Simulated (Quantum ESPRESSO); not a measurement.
The system is Pb.

```
CELL_PARAMETERS angstrom
0.00000 2.47502 2.47502
2.47502 0.00000 2.47502
2.47502 2.47502 0.00000
ATOMIC_POSITIONS crystal
Pb 0.00000 0.00000 0.00000
```

```yaml
Program: Quantum ESPRESSO 7.5
Task: phonon dispersion
Functional: PBEsol
Potentials_or_basis: GBRV 1.5 PBEsol
Cutoff: 612 eV
Density_cutoff: 4898 eV
k_mesh: 10 × 10 × 10
Occupations: cold, width 0.2 eV
Spin: no spin polarisation
Mixing_beta: 0.5
Most_SCF_iterations: 120
SCF_threshold: 2e-10 Ry
q_mesh: 2 × 2 × 2
```

The cell and the atoms were relaxed first, to 29.70 Å³/atom (a = 3.476 Å, b = 3.476 Å, c = 3.476 Å, α = 60.00°, β = 60.00°, γ = 60.00°), and the response was taken there.

**Question.** Is this structure dynamically stable at this level, and how far does the spectrum reach?

**Answer.** Yes, as far as this q mesh shows: no mode on the path is imaginary. The highest frequency is 76 cm⁻¹.

Phonon frequencies at the corners of the path (cm⁻¹, interpolated; i marks imaginary ones):
| point | frequencies |
| --- | --- |
| Γ | 0 0 0 |
| X | 48 48 64 |
| W | 49 58 58 |
| K | 43 58 61 |
| L | 33 33 76 |
| U | 43 58 61 |

Harmonic thermodynamics per atom at this volume (zero-point energy 8.8 meV, Debye temperature from the second moment 91 K):
```
 T (K)  free energy (meV)  entropy (k_B)  heat capacity Cv (k_B)
    50                4.3           2.48                    2.56
   100              -10.9           4.38                    2.88
   200              -58.4           6.42                    2.97
298.15             -118.0           7.61                    2.99
   500             -264.9           9.15                    3.00
   800             -521.2          10.56                    3.00
```

Phonon states per cell in windows of 5 cm⁻¹ (negative: imaginary):
| from (cm⁻¹) | total |
| --- | --- |
| 0 | 0.00 |
| 5 | 0.00 |
| 10 | 0.02 |
| 15 | 0.04 |
| 20 | 0.08 |
| 25 | 0.14 |
| 30 | 0.28 |
| 35 | 0.40 |
| 40 | 0.42 |
| 45 | 0.39 |
| 50 | 0.27 |
| 55 | 0.18 |
| 60 | 0.43 |
| 65 | 0.23 |
| 70 | 0.10 |

A q mesh this small can miss soft modes between its points.

Caveat: the q mesh is small, so phonon branches between its points and thermal values are rough.
